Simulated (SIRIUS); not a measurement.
A run of SIRIUS 7.10.0 is set up as follows.

The input sirius.json:

```json
{
  "control": {
    "processing_unit": "cpu",
    "verbosity": 2,
    "num_bands_to_print": 25,
    "print_forces": true,
    "print_stress": true
  },
  "parameters": {
    "electronic_structure_method": "pseudopotential",
    "xc_functionals": ["XC_GGA_X_PBE", "XC_GGA_C_PBE"],
    "gk_cutoff": 9.1,
    "pw_cutoff": 18.2,
    "ngridk": [8, 8, 4],
    "shiftk": [0, 0, 0],
    "smearing": "fermi_dirac",
    "smearing_width": 0.0018374661,
    "num_bands": 25,
    "num_mag_dims": 0,
    "num_dft_iter": 100,
    "energy_tol": 1e-08,
    "density_tol": 1e-06
  },
  "iterative_solver": {
    "type": "davidson",
    "min_tolerance": 1e-09,
    "tolerance_scale": [0.1, 0.25]
  },
  "mixer": {
    "type": "anderson",
    "beta": 0.7,
    "max_history": 8
  },
  "settings": {
    "tol_ne": 1e-10,
    "pseudo_grid_cutoff": 6.5
  },
  "unit_cell": {
    "lattice_vectors": [
      [7.352297679941, 0.0, 0.0],
      [-3.676148839971, 6.367276576877, 0.0],
      [0.0, 0.0, 11.975819100724]
    ],
    "atom_coordinate_units": "lattice",
    "atom_types": ["Hf", "C"],
    "atom_files": {
      "Hf": "Hf.json",
      "C": "C.json"
    },
    "atoms": {
      "Hf": [
        [0.33333333, 0.66666667, 0.0],
        [0.66666667, 0.33333333, 0.5]
      ],
      "C": [
        [0.33333333, 0.66666667, 0.37],
        [0.66666667, 0.33333333, 0.87]
      ]
    }
  }
}
```

Potentials or basis: PseudoDojo 0.4.1 PBE standard (scalar relativistic).

Launch:

```bash
$ upf_to_json Hf.upf
$ upf_to_json C.upf
$ OMP_NUM_THREADS=1 sirius.scf --input=sirius.json --output=out.json --task=0
```

Estimate the pressure.

-25.6 GPa.

What does it give for the largest force?

0.467 eV/Å.

What does it give for the band gap on the k mesh?

1.08 eV.

Forces in eV/Å, atoms in the order of the input:
```
Hf   0.000  0.000 -0.467
Hf   0.000  0.000 -0.467
C    0.000  0.000  0.467
C    0.000  0.000  0.467
```

Caveat: so large a pressure means that the cell lies far from this level's equilibrium, or that cutoff or potentials fall short; spin-orbit coupling is left out, which moves the levels of the heavy elements. A k mesh can miss the band edges.
